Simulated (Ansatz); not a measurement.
Runs of Ansatz 0.2.0 on Na. It takes space group Im-3m (No. 229, cubic). The conventional cell has a = 4.282 Å, b = 4.282 Å, c = 4.282 Å, α = 90.00°, β = 90.00°, γ = 90.00°. Around Na (site symmetry m-3m) lie 8 Na at 3.71 Å. 

| level | cutoff (eV) | gap on the mesh (eV) | pressure (GPa) | relaxed volume (Å³/atom) |
| --- | --- | --- | --- | --- |
| r2SCAN | 500 | none | 0.0 | 37.54 |
| BLYP | 420 | none | 0.0 | (a) |
| PBEsol | 420 | none | 0.0 | 36.23 |
| revPBE | 420 | none | 0.0 | 39.26 |
| LDA | 420 | none | 0.0 | 33.30 |
| RPBE | 420 | none | 0.0 | 39.26 |

Alike in all rows: task relaxation of cell and atoms; potentials or basis Ansatz PAW; no spin polarisation; cell relaxed; k mesh 9 × 9 × 9; smearing fermi-dirac 0.05 eV.

Task: Fill in the values left out.

Result: (a) 37.00.

Caveats: the plane-wave basis is chosen anew once the cell has moved, so the energies of steps on either side of that aren't comparable; the PAW data sets come from PBE, with cores solved anew for the run's functional, which leaves a small shift of forces and pressure; the volume moved by over 15 % at a fixed basis, so the end points are rough (some runs).

A gap of «none» marks a metal or a gap under the smearing width.

Runs at the PBE level aren't shown here.
